**Q:** I need the cell volume of the intermetallic AlRu. How much can it depend on the density functional?

**A:** By about 10% of the starting cell's volume, or 0.1 Å in the relaxed cell edge, between LDA and vdW-DF2. Among PBE, revPBE and RPBE, which differ only in exchange, the spread is under 2%.

Plane-wave PAW DFT with VASP 6.6.1, without spin polarisation or spin-orbit coupling, for AlRu (Pm-3m, 2-atom cell), with cell and atomic positions relaxed for each functional. All runs use a 600 eV cutoff, a 9×9×9 k mesh and Fermi-Dirac smearing of 0.05 eV. Volume changes are relative to the common starting cell, which has a = 2.992 Å before relaxation; the lengths in the tables are those of the relaxed cells.

| functional | potentials | volume change (%) | relaxed length a (Å) |
| --- | --- | --- | --- |
| LDA | VASP PAW LDA potentials, recommended | -3.570 | 2.956 |
| PBE | VASP PAW PBE potentials, recommended | 1.190 | 3.003 |
| revPBE | VASP PAW PBE potentials, recommended | 2.410 | 3.015 |
| RPBE | VASP PAW PBE potentials, recommended | 2.930 | 3.021 |
| BLYP | VASP PAW PBE potentials, recommended | 4.870 | 3.039 |
| BEEF-vdW | VASP PAW PBE potentials, recommended | 1.770 | 3.009 |
| PW91 | VASP PAW PBE potentials, recommended | 1.470 | 3.006 |
| optB88-vdW | VASP PAW PBE potentials, recommended | 1.020 | 3.002 |
| optPBE-vdW | VASP PAW PBE potentials, recommended | ? | ? |
| rev-vdW-DF2 | VASP PAW PBE potentials, recommended | ? | ? |
| vdW-DF-cx | VASP PAW PBE potentials, recommended | ? | ? |
| vdW-DF2 | VASP PAW PBE potentials, recommended | 6.700 | 3.057 |

The volume change is counted from a common starting cell. That cell is not identified as a measured one, so a small change is no sign of accuracy.

**Q:** The atoms are the same. Why should a formula for exchange push them apart?

**A:** LDA treats each bit of the electron cloud as if its density were uniform. Gradient-corrected functionals multiply the LDA exchange energy by an enhancement factor $F(s)$, where the reduced gradient $s$ measures how abruptly the density varies. When atoms move apart, the density between them thins and $s$ grows there. The more steeply $F$ climbs, the more this correction to LDA favours the wider spacing, and the cell settles at a larger volume.

**Q:** Can I see that in the table?

**A:** PBE, revPBE and RPBE share the same correlation and differ in exchange. The volume change grows from 1.19% to 2.41% and 2.93%, in the order in which their $F$ steepens. So the table shows that exchange moves the volume; that steepness is the reason is the argument from theory.

**Q:** Is exchange the whole story, then?

**A:** No. BLYP's exchange factor climbs as much as PBE's over the range used below, yet its volume change is 3.7 percentage points larger. The obvious remaining difference is its LYP correlation, which does not reproduce the uniform electron gas. A forecast should therefore compare functionals with similar correlation, or allow a shift between families.

**Q:** Then give me a formula I can use for the three open rows.

**A:** Let $r=F(1)-F(0.5)$, worked out from each functional's published exchange formula. The window is a plausible choice for the region between atoms. The volume change in per cent is then

$$\Delta=-10.14+94.8\,r+1.77\,n,$$

with $n=1$ for functionals that combine LDA with nonlocal correlation, which links densities at separate points, and $n=0$ for PBE-type correlation. The constants come from least squares on PBE, revPBE, RPBE, PW91, optB88-vdW and vdW-DF2. The formula fails for LDA, which was not in the fit: with $r=0$ and $n=0$ it gives −10.14%, against −3.57% in the table. LDA's correlation belongs to neither group, but the miss is also a warning against extending the line to small $r$.

**Q:** Three constants for six rows? That would fit almost anything.

**A:** It is a weak test, and leaving out one row at a time gives a typical error of 0.7 percentage points. Better support comes from comparing slopes. An extra 0.01 in $r$ adds about one percentage point of volume from PBE to RPBE, and the same from optB88-vdW to vdW-DF2. That second pair also differs in the details of its nonlocal correlation, which the formula ignores, so the agreement is support and not proof. The shift $n$ compares two whole treatments of correlation, so it is not the effect of dispersion attraction.

**Q:** Work one out for me.

**A:** For optPBE-vdW, which was not in the fit, $r=0.1088$ and $n=1$:

$$\Delta=-10.14+94.8\times0.1088+1.77\approx1.9.$$

I would allow 1.0 percentage point either way. The central value lies above PBE and optB88-vdW, and the whole range lies well below vdW-DF2.

**Q:** And the other two?

**A:** Their exchange factors climb more gently, with $r$ near 0.08 and 0.07, so their cells should be smaller than PBE's but larger than LDA's. I forecast −0.9% for rev-vdW-DF2 and −1.7% for vdW-DF-cx, each within 1.5 percentage points. The second is probably the smallest of the three, though that order is unsure. The ranges are wider because both values of $r$ lie below everything in the fit; they are judgements, not statistical limits.

**Q:** Let's see the computed values.

The withheld rows as computed:

| functional | potentials | volume change (%) | relaxed length a (Å) |
| --- | --- | --- | --- |
| optPBE-vdW | VASP PAW PBE potentials, recommended | 1.860 | 3.010 |
| rev-vdW-DF2 | VASP PAW PBE potentials, recommended | -0.080 | 2.991 |
| vdW-DF-cx | VASP PAW PBE potentials, recommended | -0.900 | 2.983 |

**A:** optPBE-vdW comes out at 1.86%, almost on the forecast. The other two, at −0.08% and −0.90%, fall inside their ranges, but the model made both cells too small by 0.8 percentage points. The expected order holds.

The new rows also give a cleaner test of exchange. rev-vdW-DF2 and vdW-DF2 share the same correlation, but $r$ is twice as large for vdW-DF2, and its volume change is 6.8 percentage points higher.

**Q:** Why did both miss in the same direction?

**A:** Both have an $r$ below everything in the fit, so the straight line had to be extended, and measured against $r$ the volume changes more gently there. From vdW-DF-cx to optB88-vdW it grows by only about 0.64 percentage points per 0.01 in $r$. The table does not show why. The chosen window matters too: a line through optB88-vdW and vdW-DF2 with the window starting at $s=0$ makes the two cells too small by 1.7 and 2.0 percentage points, more than the 1.5 allowed above.

**Q:** What should I take from this when I choose a functional?

**A:** Look at both the correlation and how steeply the exchange factor climbs. With similar correlation, the steeper climb usually means the larger cell; PW91 and PBE are too close for this crude measure to order them correctly. And keep one functional throughout a study: a cell relaxed with one and used with another starts out strained, by up to about 3% along each edge here.
